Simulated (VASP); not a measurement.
# InP (F-43m) in VASP: a series of runs

One crystal, InP, is run at these levels: PBE; tasks: single point.

Everything below comes from runs of VASP 6.6.1. Logs are shortened: lines on timing, memory, paths and dates and some standing lists are left out, and cuts for length are marked.

## 1. The crystal as given

The structure is cubic, space group F-43m (No. 216). Conventional cell: a = 5.861 Å, b = 5.861 Å, c = 5.861 Å, α = 90.00°, β = 90.00°, γ = 90.00°. Around In (site symmetry -43m) lie 4 P at 2.54 Å. Around P (site symmetry -43m) lie 4 In at 2.54 Å.

## 2. Single point, PBE

INCAR reads:

```
PREC = Accurate ; ENCUT = 700
EDIFF = 1E-7 ; ISMEAR = 0
SIGMA = 0.05 ; LREAL = False
LASPH = True ; NELM = 100
ALGO = Normal ; ISIF = 2
LWAVE = False ; LCHARG = False
GGA = PE ; NBANDS = 16
ADDGRID = False
```

KPOINTS reads:

```
regular mesh
0
Gamma
  6 6 6
```

POSCAR reads:

```
InP
1.0
    0.0000000000      2.9305000000      2.9305000000
    2.9305000000      0.0000000000      2.9305000000
    2.9305000000      2.9305000000      0.0000000000
In P
1 1
Direct
    0.0000000000      0.0000000000      0.0000000000
    0.7500000000      0.7500000000      0.7500000000
```

Potentials or basis: VASP PAW PBE potentials, release 64 (In_d, P_h).

Started as:

```
$ cat potpaw_PBE.64/In_d/POTCAR potpaw_PBE.64/P_h/POTCAR > POTCAR
$ mpirun -np 1 vasp_std > vasp.out
```

OUTCAR:

```text
PREC = Accurate
   ENCUT = 700
   EDIFF = 1E-7
   ISMEAR = 0
   LREAL = False
   LASPH = True
   NELM = 100
   ISIF = 2
   GGA = PE

 Found     16 irreducible k-points:

 Following reciprocal coordinates:
            Coordinates               Weight
  0.000000  0.000000  0.000000      1.000000
  0.166667  0.000000  0.000000      8.000000
  0.333333  0.000000  0.000000      8.000000
  0.500000  0.000000  0.000000      4.000000
  0.166667  0.166667  0.000000      6.000000
  0.333333  0.166667  0.000000     24.000000
   k-points           NKPTS =     16   k-points in BZ     NKDIM =     16   number of bands    NBANDS=     16
   number of dos      NEDOS =    301   number of ions     NIONS =      2
   total plane-waves  NPLWV =  46656
   dimension x,y,z NGX =    36 NGY =   36 NGZ =   36
   dimension x,y,z NGXF=    72 NGYF=   72 NGZF=   72
   ions per type =               1   1
   NGX,Y,Z   is equivalent  to a cutoff of  14.44, 14.44, 14.44 a.u.
   NGXF,Y,Z  is equivalent  to a cutoff of  28.88, 28.88, 28.88 a.u.
 SYSTEM =  unknown system
   PREC   = accura    normal or accurate (medium, high low for compatibility)
   ISTART =      0    job   : 0-new  1-cont  2-samecut
   ICHARG =      2    charge: 1-file 2-atom 10-const
   ISPIN  =      1    spin polarized calculation?
   LNONCOLLINEAR =      F non collinear calculations
   LSORBIT =      F    spin-orbit coupling
   LASPH  =      T    aspherical Exc in radial PAW
   ENCUT  =  700.0 eV  51.45 Ry    7.17 a.u.   8.94  8.94  8.94*2*pi/ulx,y,z
   NELM   =    100;   NELMIN=  2; NELMDL= -5     # of ELM steps
   EDIFF  = 0.1E-06   stopping-criterion for ELM
   LREAL  =      F    real-space projection
   EDIFFG = 0.1E-05   stopping-criterion for IOM
   NSW    =      0    number of steps for IOM
   IBRION =     -1    ionic relax: 0-MD 1-quasi-New 2-CG
   NFREE  =      0    steps in history (QN), initial steepest desc. (CG)
   ISIF   =      2    stress and relaxation
   ISYM   =      2    0-nonsym 1-usesym 2-fastsym
   POTIM  = 0.5000    time-step for ionic-motion
   TEBEG  =    0.0;   TEEND  =   0.0 temperature during run
   PSTRESS=    0.0 pullay stress
   NELECT =      18.0000    total number of electrons
   NUPDOWN=      -1.0000    fix difference up-down
   EMIN   =  10.00;   EMAX   =-10.00  energy-range for DOS
   EFERMI =   0.00;   METHOD = LEGACY
   ISMEAR =     0;   SIGMA  =   0.05  broadening in eV -4-tet -1-fermi 0-gaus
   EFERMI_NEDOS =   21; number of points for ismear=-14 and -15
   IALGO  =     38    algorithm
   IMIX   =      4    mixing-type and parameters
     AMIX     =   0.40;   BMIX     =  1.00
     AMIX_MAG =   1.60;   BMIX_MAG =  1.00
  volume/ion in A,a.u.               =      25.17       169.83
  Fermi-wavevector in a.u.,A,eV,Ry     =   1.162021  2.195901 18.371846  1.350293
  Thomas-Fermi vector in A             =   2.298587
   LORBIT       =      0    0 simple, 1 ext, 2 COOP (PROOUT), +10 PAW based schemes
   GGA     = PE    functional components
   LHFCALC =     F    Hartree Fock is set to
   AEXX    =    0.0000 exact exchange contribution
   IVDW    =     0    specifies the selected vdW correction
   LEPSILON=     F    determine dielectric tensor
   LRPA    =     F    only Hartree local field effects (RPA)
 non-spin polarized calculation
 Gauss-broadening in eV      SIGMA  =   0.05
  energy-cutoff  :      700.00
  volume of cell :       50.33
 maximum number of plane-waves:      2138
   NGX = 17   NGY = 17   NGZ = 17

 number of electron      17.9999999 magnetization

 Free energy of the ion-electron system (eV)
  ---------------------------------------------------
  ext. energy  EPLUGINS =         0.00000000
  ---------------------------------------------------
  free energy    TOTEN  =        -8.37184896 eV

  energy without entropy =       -8.37184896  energy(sigma->0) =       -8.37184896

 E-fermi :   5.6211     XC(G=0):  -9.3184

 val. band max:        5.4029046767   @ k =   0.0000   0.0000   0.0000
 cond. band min:       6.1128521257   @ k =   0.0000   0.0000   0.0000
 fundamental gap:      0.7099474490
 Fermi energy:         5.6211425071

 k-point     1 :       0.0000    0.0000    0.0000
  band No.  band energies     occupation
      1      -8.7902      2.00000
      2      -8.7902      2.00000
      3      -8.7902      2.00000
      4      -8.6384      2.00000
      5      -8.6384      2.00000
      6      -6.1153      2.00000
[... 8 lines left out ...]
     15      14.8282      0.00000
     16      14.8282      0.00000

 k-point     2 :       0.1667    0.0000    0.0000
  band No.  band energies     occupation
      1      -8.8222      2.00000
      2      -8.7778      2.00000
      3      -8.7778      2.00000
      4      -8.6380      2.00000
      5      -8.6380      2.00000
      6      -5.8020      2.00000
[... 8 lines left out ...]
     15      14.0072      0.00000
     16      14.8893      0.00000

 k-point     3 :       0.3333    0.0000    0.0000
  band No.  band energies     occupation
      1      -8.8813      2.00000
      2      -8.7580      2.00000
      3      -8.7580      2.00000
      4      -8.6315      2.00000
      5      -8.6315      2.00000
      6      -4.9932      2.00000
[... 8 lines left out ...]
     15      14.4863      0.00000
     16      14.4863      0.00000

 k-point     4 :       0.5000    0.0000    0.0000
  band No.  band energies     occupation
      1      -8.9090      2.00000
      2      -8.7514      2.00000
      3      -8.7514      2.00000
      4      -8.6248      2.00000
      5      -8.6248      2.00000
      6      -4.3901      2.00000
[... 8 lines left out ...]
     15      16.0178      0.00000
     16      16.0178      0.00000

 k-point     5 :       0.1667    0.1667    0.0000
  band No.  band energies     occupation
      1      -8.8446      2.00000
      2      -8.7650      2.00000
      3      -8.7650      2.00000
      4      -8.6492      2.00000
      5      -8.6297      2.00000
      6      -5.6991      2.00000
[... 8 lines left out ...]
     15      15.0737      0.00000
     16      15.9190      0.00000

 k-point     6 :       0.3333    0.1667    0.0000
  band No.  band energies     occupation
      1      -8.8908      2.00000
      2      -8.7473      2.00000
      3      -8.7421      2.00000
      4      -8.6539      2.00000
      5      -8.6220      2.00000
      6      -5.0476      2.00000
[... 8 lines left out ...]
     15      15.3428      0.00000
     16      16.1670      0.00000

 [... further k-points ...]

------------------------ aborting loop because EDIFF is reached ----------------------------------------

  FORCE on cell =-STRESS in cart. coord.  units (eV):
  Direction    XX          YY          ZZ          XY          YZ          ZX
  --------------------------------------------------------------------------------------
  -------------------------------------------------------------------------------------
  Total        1.0460565      1.0460565      1.0460565      0.0000000      0.0000000     -0.0000000
  in kB       33.2974169     33.2974169     33.2974169      0.0000000      0.0000000     -0.0000000
  external PRESSURE =      33.2974169 kB  Pullay stress =       0.0000000 kB

 VOLUME and BASIS-vectors are now :
 -----------------------------------------------------------------------------
  energy-cutoff  :      700.00
  volume of cell :       50.33
      direct lattice vectors                 reciprocal lattice vectors
     0.000000000  2.930500000  2.930500000    -0.170619348  0.170619348  0.170619348
     2.930500000  0.000000000  2.930500000     0.170619348 -0.170619348  0.170619348
     2.930500000  2.930500000  0.000000000     0.170619348  0.170619348 -0.170619348

 POSITION                                       TOTAL-FORCE (eV/Angst)
 -----------------------------------------------------------------------------------
      0.00000      0.00000      0.00000         0.000000      0.000000      0.000000
      4.39575      4.39575      4.39575        -0.000000     -0.000000     -0.000000
 -----------------------------------------------------------------------------------
    total drift:                                0.000000      0.000000      0.000000

  FREE ENERGIE OF THE ION-ELECTRON SYSTEM (eV)
  ---------------------------------------------------
  free  energy   TOTEN  =        -8.3718489573 eV

  energy  without entropy=       -8.3718489573  energy(sigma->0) =       -8.37184896
```

It took 11 s on 1 thread of Intel Xeon Platinum 8488C (Sapphire Rapids), shared host; peak memory 0.21 GiB.

The run converged, but some of its settings lie outside the range that counts as converged, so its numbers aren't taken as properties of the crystal.

Results:

```yaml
Free_energy: -8.3718 eV
Pressure: 3.3 GPa
Band_gap_on_the_k_mesh: 0.71 eV, direct
```

Caveat: spin-orbit coupling is left out, which moves the levels of the heavy elements.

## 3. Single point, PBE

INCAR: that of step 2 with these lines changed.

```diff
@@ -1,2 +1,2 @@
-PREC = Accurate ; ENCUT = 700
+PREC = Accurate ; ENCUT = 1100
 EDIFF = 1E-7 ; ISMEAR = 0
```

KPOINTS reads:

```
regular mesh
0
Gamma
  5 5 5
```

POSCAR is that of step 2.

Potentials or basis: VASP PAW PBE potentials, release 64 (In_d, P_h).

Started as:

```
$ cat potpaw_PBE.64/In_d/POTCAR potpaw_PBE.64/P_h/POTCAR > POTCAR
$ mpirun -np 1 vasp_std > vasp.out
```

OUTCAR:

```text
PREC = Accurate
   ENCUT = 1100
   EDIFF = 1E-7
   ISMEAR = 0
   LREAL = False
   LASPH = True
   NELM = 100
   ISIF = 2
   GGA = PE

 Found     10 irreducible k-points:

 Following reciprocal coordinates:
            Coordinates               Weight
  0.000000  0.000000  0.000000      1.000000
  0.200000  0.000000  0.000000      8.000000
  0.400000  0.000000  0.000000      8.000000
  0.200000  0.200000  0.000000      6.000000
  0.400000  0.200000  0.000000     24.000000
 -0.400000  0.200000  0.000000     24.000000
   k-points           NKPTS =     10   k-points in BZ     NKDIM =     10   number of bands    NBANDS=     16
   number of dos      NEDOS =    301   number of ions     NIONS =      2
   total plane-waves  NPLWV = 110592
   dimension x,y,z NGX =    48 NGY =   48 NGZ =   48
   dimension x,y,z NGXF=    96 NGYF=   96 NGZF=   96
   ions per type =               1   1
   NGX,Y,Z   is equivalent  to a cutoff of  19.25, 19.25, 19.25 a.u.
   NGXF,Y,Z  is equivalent  to a cutoff of  38.51, 38.51, 38.51 a.u.
 SYSTEM =  unknown system
   PREC   = accura    normal or accurate (medium, high low for compatibility)
   ISTART =      0    job   : 0-new  1-cont  2-samecut
   ICHARG =      2    charge: 1-file 2-atom 10-const
   ISPIN  =      1    spin polarized calculation?
   LNONCOLLINEAR =      F non collinear calculations
   LSORBIT =      F    spin-orbit coupling
   LASPH  =      T    aspherical Exc in radial PAW
   ENCUT  = 1100.0 eV  80.85 Ry    8.99 a.u.  11.21 11.21 11.21*2*pi/ulx,y,z
   NELM   =    100;   NELMIN=  2; NELMDL= -5     # of ELM steps
   EDIFF  = 0.1E-06   stopping-criterion for ELM
   LREAL  =      F    real-space projection
   EDIFFG = 0.1E-05   stopping-criterion for IOM
   NSW    =      0    number of steps for IOM
   IBRION =     -1    ionic relax: 0-MD 1-quasi-New 2-CG
   NFREE  =      0    steps in history (QN), initial steepest desc. (CG)
   ISIF   =      2    stress and relaxation
   ISYM   =      2    0-nonsym 1-usesym 2-fastsym
   POTIM  = 0.5000    time-step for ionic-motion
   TEBEG  =    0.0;   TEEND  =   0.0 temperature during run
   PSTRESS=    0.0 pullay stress
   NELECT =      18.0000    total number of electrons
   NUPDOWN=      -1.0000    fix difference up-down
   EMIN   =  10.00;   EMAX   =-10.00  energy-range for DOS
   EFERMI =   0.00;   METHOD = LEGACY
   ISMEAR =     0;   SIGMA  =   0.05  broadening in eV -4-tet -1-fermi 0-gaus
   EFERMI_NEDOS =   21; number of points for ismear=-14 and -15
   IALGO  =     38    algorithm
   IMIX   =      4    mixing-type and parameters
     AMIX     =   0.40;   BMIX     =  1.00
     AMIX_MAG =   1.60;   BMIX_MAG =  1.00
  volume/ion in A,a.u.               =      25.17       169.83
  Fermi-wavevector in a.u.,A,eV,Ry     =   1.162021  2.195901 18.371846  1.350293
  Thomas-Fermi vector in A             =   2.298587
   LORBIT       =      0    0 simple, 1 ext, 2 COOP (PROOUT), +10 PAW based schemes
   GGA     = PE    functional components
   LHFCALC =     F    Hartree Fock is set to
   AEXX    =    0.0000 exact exchange contribution
   IVDW    =     0    specifies the selected vdW correction
   LEPSILON=     F    determine dielectric tensor
   LRPA    =     F    only Hartree local field effects (RPA)
 non-spin polarized calculation
 Gauss-broadening in eV      SIGMA  =   0.05
  energy-cutoff  :     1100.00
  volume of cell :       50.33
 maximum number of plane-waves:      4279
 NGX is ok and might be reduce to    48
   NGX = 23   NGY = 23   NGZ = 23

 number of electron      18.0000000 magnetization

 Free energy of the ion-electron system (eV)
  ---------------------------------------------------
  ext. energy  EPLUGINS =         0.00000000
  ---------------------------------------------------
  free energy    TOTEN  =        -8.34891282 eV

  energy without entropy =       -8.34891282  energy(sigma->0) =       -8.34891282

 E-fermi :   5.6254     XC(G=0):  -9.3138

 val. band max:        5.4132562979   @ k =   0.0000   0.0000   0.0000
 cond. band min:       6.1198350599   @ k =   0.0000   0.0000   0.0000
 fundamental gap:      0.7065787620
 Fermi energy:         5.6253975896

 k-point     1 :       0.0000    0.0000    0.0000
  band No.  band energies     occupation
      1      -8.7913      2.00000
      2      -8.7913      2.00000
      3      -8.7913      2.00000
      4      -8.6400      2.00000
      5      -8.6400      2.00000
      6      -6.1063      2.00000
[... 8 lines left out ...]
     15      14.8329      0.00000
     16      14.8329      0.00000
[... 77 lines left out ...]
 k-point     6 :      -0.4000    0.2000    0.0000
  band No.  band energies     occupation
      1      -8.9194      2.00000
      2      -8.7423      2.00000
      3      -8.7303      2.00000
      4      -8.6407      2.00000
      5      -8.6297      2.00000
      6      -4.1367      2.00000
[... 8 lines left out ...]
     15      14.8719      0.00000
     16      16.5686      0.00000

 [... further k-points ...]

------------------------ aborting loop because EDIFF is reached ----------------------------------------

  FORCE on cell =-STRESS in cart. coord.  units (eV):
  Direction    XX          YY          ZZ          XY          YZ          ZX
  --------------------------------------------------------------------------------------
  -------------------------------------------------------------------------------------
  Total        1.0574137      1.0574137      1.0574137      0.0000000     -0.0000000     -0.0000000
  in kB       33.6589334     33.6589334     33.6589334      0.0000000     -0.0000000     -0.0000000
  external PRESSURE =      33.6589334 kB  Pullay stress =       0.0000000 kB

 VOLUME and BASIS-vectors are now :
 -----------------------------------------------------------------------------
  energy-cutoff  :     1100.00
  volume of cell :       50.33
      direct lattice vectors                 reciprocal lattice vectors
     0.000000000  2.930500000  2.930500000    -0.170619348  0.170619348  0.170619348
     2.930500000  0.000000000  2.930500000     0.170619348 -0.170619348  0.170619348
     2.930500000  2.930500000  0.000000000     0.170619348  0.170619348 -0.170619348

 POSITION                                       TOTAL-FORCE (eV/Angst)
 -----------------------------------------------------------------------------------
      0.00000      0.00000      0.00000         0.000000      0.000000      0.000000
      4.39575      4.39575      4.39575        -0.000000     -0.000000     -0.000000
 -----------------------------------------------------------------------------------
    total drift:                                0.000000      0.000000      0.000000

  FREE ENERGIE OF THE ION-ELECTRON SYSTEM (eV)
  ---------------------------------------------------
  free  energy   TOTEN  =        -8.3489128228 eV

  energy  without entropy=       -8.3489128227  energy(sigma->0) =       -8.34891282
```

It took 21 s on 1 thread of Intel Xeon Platinum 8488C (Sapphire Rapids), shared host; peak memory 0.32 GiB.

The run converged, but some of its settings lie outside the range that counts as converged, so its numbers aren't taken as properties of the crystal.

Results:

| Quantity | Value |
| --- | --- |
| Free energy | -8.3489 eV |
| Pressure | 3.4 GPa |
| Band gap on the k mesh | 0.71 eV, direct |

Caveat: spin-orbit coupling is left out, which moves the levels of the heavy elements.
